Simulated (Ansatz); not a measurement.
A single-point calculation of Mg2Sn in the antifluorite structure with Ansatz 0.2.0, at the level PBE. The cell was relaxed with r2SCAN and then strained (isotropic -5.35 % on every length), with the atoms relaxed again with r2SCAN; k points keep the names of the unstrained zone.

The input:
```yaml
crystal:
  lattice:
    - [0.0, 3.1991087449, 3.1991087449]
    - [3.1991087449, 0.0, 3.1991087449]
    - [3.1991087449, 3.1991087449, 0.0]
  atoms:
    - { symbol: Sn, position: [0.0, 0.0, 0.0] }
    - { symbol: Mg, position: [0.25, 0.25, 0.25] }
    - { symbol: Mg, position: [0.75, 0.75, 0.75] }
kpoints:
  mp_grid: { grid: [6, 6, 6] }
  band_path:
    path:
      - [0.0, 0.0, 0.0]
      - [0.5, 0.0, 0.5]
      - [0.625, 0.25, 0.625]
      - [0.375, 0.375, 0.75]
      - [0.5, 0.5, 0.5]
      - [0.5, 0.25, 0.75]
      - [0.0, 0.5, 0.5]
    npoints: 1
hamiltonian:
  xc: pbe
scf:
  occupations: { method: fermi_dirac, width: 0.02 }
  n_extra_bands: 4
output:
  forces: true
  stress: true
  eigenvalues: true
  write_density: true
  write_potential: true
  elf: true
  volumetric_format: npy
```

Run as `ansatz run input.yaml --threads 4 --pin off --max-ram 3686MiB --backend cpu --events-out ev --progress --plain --runs-dir out`. Wall time 1.4 s on 4 threads of Arm Neoverse N1, on a shared host; peak host memory 0.34 GiB.

Main lines of the log:
```
Pseudopotential: Sn, paw, valence charge 14, recommended cutoff 420 eV (normal)
Pseudopotential: Mg, paw, valence charge 10, recommended cutoff 420 eV (normal)
Functional definition: PBE
  parameter kappa = 0.804
  parameter beta = 0.06672455060314922
  exchange = pbe_x(kappa = kappa, mu = beta*pi^2/3)
  correlation = pbe_c(beta = beta)
Crystal: 3 atoms, lattice volume = 65.481 Å³
Basis set: ecut = 420 eV, 1243 PW (Γ)
Bands: 21, of which v1, the nominal top of the filled ones, is band 17 counted from 1 (16 counted from 0)
Symmetry: 48 space group operations
Space group: Fm-3m (ITA 225)
k-points: 16 of 216
preconditioner: auto → none  [σ=0.020 eV  ℏωp=13.0 eV]
SCF 1 converged in 6 iterations: F = -9871.950588 eV  dr2 = 2.49e-9
SCF converged after 6 iterations
Free energy (F): -9871.950588 eV
Internal energy: -9871.949942 eV  (E = F + TS)
E sigma→0 (E₀):  -9871.950265 eV
Entropy (-TS):   -0.000646 eV (-0.215 meV/atom)
Fermi energy:    8.776810 eV
--- Stress (GPa, compression-positive) ---
       11.411172       0.000000       0.000000
        0.000000      11.411172       0.000000
        0.000000       0.000000      11.411172
  P = ⅓ Tr σ = 11.4112 GPa (114.112 kbar)
```

The file bands.tsv (bands near the Fermi energy, numbered from 0, rounded):
```tsv
# k_distance	band_12	band_13	band_14	band_15	band_16	band_17	band_18	band_19	band_20
# fermi_ev = 8.776810
# [0, 0, 0] at k_distance = 0.000000
# [0.5, 0, 0.5] at k_distance = 0.982021
# [0.625, 0.25, 0.625] at k_distance = 1.329218
# [0.375, 0.375, 0.75] at k_distance = 1.930581
# [0.5, 0.5, 0.5] at k_distance = 2.531944
# [0.5, 0.25, 0.75] at k_distance = 3.226337
# [0, 0.5, 0.5] at k_distance = 4.324271
# levels_relative_to = fermi_ev
0.000	-20.994	-9.906	0.020	0.020	0.020	2.421	2.440	2.440	2.440
0.982	-20.988	-7.690	-5.076	-2.373	-2.373	-0.020	0.148	7.784	8.029
1.329	-20.990	-7.721	-4.611	-3.969	-1.999	0.456	2.940	5.776	6.057
1.931	-20.990	-7.721	-4.611	-3.969	-1.999	0.456	2.940	5.776	6.057
2.532	-20.993	-8.333	-5.396	-0.901	-0.901	1.365	2.353	2.353	4.243
3.226	-20.990	-7.640	-4.164	-4.164	-3.115	2.746	3.482	3.482	3.697
4.324	-20.988	-7.690	-5.076	-2.373	-2.373	-0.020	0.148	7.784	8.029
```
In order the rows are Γ, X, U, K, L, W, X.

Planar averages along the third cell vector, from rho_z.tsv and v_z.tsv (valence density with its augmentation; electrostatic potential energy of an electron, of which only differences have a meaning):
```
z (Å)  ρ (e/Å³)  v_es (eV)
 0.00     0.817       6.02
 0.14     0.781       5.79
 0.42     0.586       4.11
 0.57     0.537       2.93
 0.71     0.582       1.91
 0.99     0.831       1.28
 1.13     0.870       1.81
 1.27     0.777       2.75
 1.56     0.376       5.12
 1.70     0.218       6.31
 1.84     0.133       7.30
 2.12     0.088       8.32
 2.26     0.085       8.42
 2.54     0.099       7.97
 2.69     0.133       7.30
 2.83     0.218       6.31
 3.11     0.585       3.89
 3.25     0.777       2.75
 3.39     0.870       1.81
 3.68     0.705       1.30
 3.82     0.582       1.91
 3.96     0.537       2.93
 4.24     0.688       5.13
 4.38     0.781       5.79
```

PBE gives no gap: the lowest nominally empty band dips 0.04 eV below the top of the last filled one (its bottom at X, the top at Γ), so the cell is a metal or semimetal at this level. The gap is the least over the mesh and the extra points. The mean pressure is +11.41 GPa (compression positive), so PBE would enlarge the cell's volume.

The values are computed, spin-unpolarised, and not measurements.

Spin-orbit coupling is left out, which matters wherever the heavy atoms make up the band edges.
